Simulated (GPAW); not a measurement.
The system is MgO2.

```xyz
3
Lattice="1.6048 0.9265 3.4940 -1.6048 0.9265 3.4940 0.0000 -1.8530 3.4940" Properties=species:S:1:pos:R:3 pbc="T T T"
Mg    0.0000    0.0000    0.0000
O     0.0000    0.0000    5.9874
O     0.0000    0.0000    4.4945
```

The cell comes from a database or a generator and needn't be the stable form of this composition.

```yaml
Program: GPAW 26.7.0
Task: relaxation of cell and atoms
Functional: PBEsol
Dispersion: D3(BJ)
Potentials_or_basis: PAW data sets generated in the run's folder for this functional
Cutoff: 800 eV
Basis: pw
k_mesh: 7 × 7 × 7
Occupations: fermi-dirac, width 0.05 eV
Spin: no spin polarisation
```

At the start: pressure -6.8 GPa; volume 10.39 Å³/atom.

Q: Where does the relaxation end?

A: Over 11 steps the energy falls by 11.1 meV/atom and the volume is 9.86 Å³/atom (-5.1 %); space group R-3m (No. 166, to 0.05 Å).

The path:
```csv
step,energy change (eV),largest force (eV/Å),pressure (GPa),volume (Å³)
1,0.0000,0.3244,-6.77,31.17
2,-0.0094,0.0490,-5.73,30.97
3,-0.0228,0.3847,-2.85,30.38
4,-0.0291,0.3425,-1.14,29.97
5,-0.0326,0.0614,0.21,29.60
6,-0.0328,0.0098,0.08,29.61
7,-0.0330,0.0487,-0.05,29.62
8,-0.0332,0.0726,-0.16,29.62
9,-0.0334,0.0589,-0.16,29.60
10,-0.0334,0.0213,-0.07,29.58
11,-0.0334,0.0024,-0.01,29.58
```

Final structure:
```cif
data_structure
_symmetry_space_group_name_H-M 'P 1'
_symmetry_Int_Tables_number 1
_cell_length_a 3.8986
_cell_length_b 3.8986
_cell_length_c 3.8986
_cell_angle_alpha 47.601
_cell_angle_beta 47.601
_cell_angle_gamma 47.601
_cell_volume 29.58
loop_
_atom_site_label
_atom_site_type_symbol
_atom_site_fract_x
_atom_site_fract_y
_atom_site_fract_z
_atom_site_occupancy
Mg1 Mg 0.00000 0.00000 0.00000 1
O1 O 0.57078 0.57078 0.57078 1
O2 O 0.42922 0.42922 0.42922 1
```

Caveat: later steps reuse the first step's grids.
